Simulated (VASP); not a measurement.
AgBr:

```
Ag Br
1.0
     0.00000    2.87015    2.87015
     2.87015    0.00000    2.87015
     2.87015    2.87015    0.00000
Ag Br
1 1
Direct
  0.00000 0.00000 0.00000
  0.50000 0.50000 0.50000
```

Base run:

```yaml
Program: VASP 6.6.1
Functional: PBE
Potentials_or_basis: VASP PAW PBE potentials, release 64 (Ag, Br)
Cutoff: 520 eV
k_mesh: 6 × 6 × 6
Occupations: gaussian, width 0.02 eV
Spin: spin-orbit coupling, no magnetisation
```

Its results: pressure 2.3 GPa.

Task: The run is repeated on the same cell with these changes: functional from PBE to LDA; potentials or basis from VASP PAW PBE potentials, release 64 (Ag, Br) to VASP PAW LDA potentials, release 64 (Ag, Br). What comes out?

Result: Pressure -4.1 GPa.
